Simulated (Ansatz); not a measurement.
KZnF3 in Ansatz: the effect of functional

Crystal: KZnF3.

```xyz
5
Lattice="4.0768 0.0000 0.0000 0.0000 4.0768 0.0000 0.0000 0.0000 4.0768" Properties=species:S:1:pos:R:3 pbc="T T T"
Zn    2.0384    2.0384    2.0384
K     0.0000    0.0000    0.0000
F     2.0384    0.0000    2.0384
F     0.0000    2.0384    2.0384
F     2.0384    2.0384    0.0000
```

The cell isn't the ideal one: volume scaled by 1.02.

Alike in all runs:

- Program: Ansatz 0.2.0
- Task: single point
- Potentials or basis: Ansatz PAW
- k mesh: 7 × 7 × 7
- Occupations: fermi-dirac, width 0.05 eV
- Spin: no spin polarisation

```csv
functional,cutoff,gap on the mesh (eV),pressure (GPa)
PBEsol,420 eV (not typed: the program's choice for these potentials),3.77,-1.4
LDA,420 eV (not typed: the program's choice for these potentials),3.69,-6.2
r2SCAN,500 eV (not typed: the program's choice for these potentials),4.69,-1.8
PBE,420 eV (not typed: the program's choice for these potentials),?,?
```

Q: What does the run with functional PBE give?

A: gap on the mesh 3.92 eV; pressure 2.8 GPa.

Caveats: odd divisions of the mesh miss points on the zone boundary, where band edges often lie, so the gap on the mesh can be too wide; the PAW data sets come from PBE, with cores solved anew for the run's functional, which leaves a small shift of forces and pressure (some runs).

A k mesh can miss the band edges.
